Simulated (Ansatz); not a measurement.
Crystal: MnO.

```
Mn O
1.0
     1.48474    2.57165    0.00000
    -4.45423    2.57165    0.00000
     0.00000    0.00000    2.89807
Mn O
2 2
Direct
  0.00000 0.00000 0.00000
  0.50000 0.50000 0.00000
  0.50000 0.83333 0.50000
  0.00000 0.33333 0.50000
```

Measurements of this composition are mostly on another form, of space group No. 225.

The cell isn't the ideal one: another cell of the same crystal, with 4 atoms.

Base run:

- Program: Ansatz 0.2.0
- Functional: LDA
- Potentials or basis: Ansatz PAW
- Cutoff: 420 eV (not typed: the program's choice for these potentials)
- k mesh: 6 × 4 × 7
- Occupations: gaussian, width 0.05 eV
- Spin: collinear spin, ferrimagnetic start
- Starting moments: [4.0, -2.0, 0.0, 0.0] μB
- Hubbard terms: Mn d U = 6 eV

Its results: band gap on the k mesh 0.96 eV; pressure -5.2 GPa; net moment 0.00 μB per cell; site moments Mn +4.25, -4.25; O +0.04, -0.04 μB; largest force 0.015 eV/Å.

**Question.** The run is repeated on the same cell with these changes: hubbard terms from Mn d U = 6 eV to none; hubbard projectors from ortho-atomic (the default) to none. What comes out?

**Answer.** Band gap on the k mesh none (metal or under the smearing width); pressure -21.3 GPa; net moment 0.00 μB per cell; site moments Mn +3.85, -3.85; O +0.09, -0.09 μB; largest force 0.103 eV/Å.

The U term pushes filled and empty states of the shell apart.

Caveats: the PAW data sets come from PBE, with cores solved anew for the run's functional, which leaves a small shift of forces and pressure; the magnetic or orbital state may not be the lowest (some runs); odd divisions of the mesh miss points on the zone boundary, where band edges often lie, so the gap on the mesh can be too wide (some runs); so large a pressure means that the cell lies far from this level's equilibrium, or that cutoff or potentials fall short (some runs); semilocal functionals often make such compounds metallic where correlation or magnetic order opens a gap, which also shifts bond lengths (some runs).

A k mesh can miss the band edges.
